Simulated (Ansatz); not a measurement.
Runs of Ansatz 0.2.0 on SnO2 (Cassiterite). The structure is tetragonal, space group P4_2/mnm (No. 136). The conventional cell has a = 4.738 Å, b = 4.738 Å, c = 3.187 Å, α = 90.00°, β = 90.00°, γ = 90.00°. Sn (site symmetry mmm) has 6 O at 2.05 to 2.06 Å as nearest neighbours. O (site symmetry m2m) has 3 Sn at 2.05 to 2.06 Å as nearest neighbours. 

```csv
task,level,potentials or basis,spin,cell,cutoff (eV),points for each segment of the path,gap on the mesh (eV),pressure (GPa),largest force (eV/Å)
band structure,PBE,Ansatz PAW polarizable,off,as given,420,14,1.28,11.1,0.27
single point,PBE,Ansatz PAW,off,as given,350,-,1.28,11.1,0.26
relaxation of cell and atoms,m-r2SCAN,Ansatz PAW,off,relaxed,500,-,(a),0.0,-
band structure,PBE,Ansatz PAW,"SOC, no magnetisation",as given,420,14,1.29,11.0,0.27
```

Alike in all rows: k mesh 6 × 6 × 8; smearing fermi-dirac 0.05 eV.

Fill in the values left out.

(a) 1.77.

Caveats: spin-orbit coupling is left out, which moves the levels of the heavy elements (some runs); the pressure holds a Pulay correction of +6.7 GPa for the finite cutoff (some runs); the cutoff lies under the one recommended for these potentials (some runs); the plane-wave basis is chosen anew once the cell has moved, so the energies of steps on either side of that aren't comparable (some runs); the PAW data sets come from PBE, with cores solved anew for the run's functional, which leaves a small shift of forces and pressure (some runs).

A k mesh can miss the band edges, and rows without SOC leave out spin-orbit coupling on Sn.
